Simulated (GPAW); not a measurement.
TiSi2, 6 atoms in the cell. Symmetry: Fddd, No. 70, orthorhombic system. Conventional cell: a = 4.779 Å, b = 8.235 Å, c = 8.526 Å, α = 90.00°, β = 90.00°, γ = 90.00°. Around Ti (site symmetry 222) lie 10 Si at 2.55 to 2.78 Å. Si (site symmetry 2) is surrounded by 5 Si at 2.52 to 2.79 Å and 5 Ti at 2.55 to 2.78 Å. The cell is a database's computed one.

* Program: GPAW 26.7.0
* Task: electron localisation function
* Functional: revPBE
* Potentials or basis: the program's PAW data sets (release 1.2.1) made for this functional
* Cutoff: 510 eV
* Basis: pw
* k mesh: 4 × 4 × 4
* Occupations: fermi-dirac, width 0.01 eV
* Spin: no spin polarisation
* Maxiter: 150

Potentials or basis: the program's PAW data sets (release 1.2.1) made for this functional, pw.

The run is started by

```console
$ OMP_NUM_THREADS=1 python run.py
```

Hardware: 1 thread of Arm Neoverse V1 (shared host).

Problem. How long does it take, and how much memory?

Solution. Wall time 50 s on 1 thread of Arm Neoverse V1, on a shared host, peak memory 0.23 GiB. Counts: scf iterations 11, plane waves 2204, bands 38, k points 18.
